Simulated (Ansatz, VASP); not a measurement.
**RuS in VASP and in Ansatz**

The input POSCAR:

```
RuS
1.0
    3.3689683200      0.0000000000      0.0000000000
   -1.6844841600      2.9176121500      0.0000000000
    0.0000000000      0.0000000000      3.2879461700
Ru S
1 1
Direct
    0.0000000000      0.0000000000      0.0000000000
    0.6666666667      0.3333333333      0.5000000000
```

The input INCAR.step1:

```
SYSTEM = RuS
ALGO = Normal
EDIFF = 1E-5
ENCUT = 520
GGA = PE
ISIF = 2
ISMEAR = -1
LASPH = .TRUE.
LREAL = .FALSE.
LWAVE = .TRUE.
NELM = 60
PREC = Accurate
SIGMA = 0.05
```

File INCAR.step2:

```
SYSTEM = RuS
AEXX = 0.25
ALGO = Normal
EDIFF = 1E-7
ENCUT = 520
GGA = PE
HFSCREEN = 0.6
ISIF = 2
ISMEAR = -1
ISTART = 1
LASPH = .TRUE.
LCHARG = .FALSE.
LHFCALC = .TRUE.
LREAL = .FALSE.
LWAVE = .FALSE.
NELM = 60
PREC = Accurate
PRECFOCK = Fast
SIGMA = 0.05
```

KPOINTS

```
k-points
0
G
  5 5 4
  0 0 0
```

File input.yaml:

```yaml
crystal:
  lattice:
    - [3.36896832, 0.0, 0.0]
    - [-1.68448416, 2.91761215, 0.0]
    - [0.0, 0.0, 3.28794617]
  atoms:
    - { symbol: Ru, position: [0.0, 0.0, 0.0] }
    - { symbol: S, position: [0.6666666667, 0.3333333333, 0.5] }
hamiltonian:
  xc: { exchange: pbe, correlation: pbe, exx: { coeff: 0.25, omega: 0.6 } }
  pseudopotentials: { kind: paw }
kpoints:
  mp_grid: { grid: [5, 5, 4] }
scf:
  occupations: { method: fermi_dirac, width: 0.05 }
output:
  forces: true
  stress: true
  eigenvalues: true
  write_density: true
  write_potential: true
  elf: true
  volumetric_format: npy
```

The cell comes from a database or a generator and needn't be the stable form of this composition.

Alike in both runs: task single point; functional HSE(alpha, omega); k mesh 5 × 5 × 4; occupations fermi-dirac, width 0.05 eV; no spin polarisation.

|  | VASP | Ansatz |
| --- | --- | --- |
| version | VASP 6.6.1 | Ansatz 0.2.0 |
| potentials or method | VASP PAW PBE potentials, release 64 (Ru_pv, S) | Ansatz PAW |
| plane-wave cutoff (eV) | 520 | 420 |
| valence electrons in the cell | 20 | 22 |

Ansatz gave:

- gap on the k mesh at the Fermi level (eV): none
- pressure (GPa): -18.6
- largest component of the traceless stress (GPa): 1.57

Question: What did VASP give for the same quantities?

Answer: gap on the k mesh at the Fermi level (eV): none; pressure (GPa): -18.7; largest component of the traceless stress (GPa): 1.59.

A gap of «none» marks a metal or a gap that the smearing closes. The two sets of potentials don't hold the same shells in valence.

Caveats: the k mesh is coarse (spacing up to 0.48 Å⁻¹), so the values aren't converged, least of all with exact exchange; the PAW data sets were made with another functional, which shifts forces and pressure a little (VASP); the PAW data sets come from PBE, with cores solved anew for the run's functional, which leaves a small shift of forces and pressure (Ansatz); the thresholds are loose for stress (Ansatz).
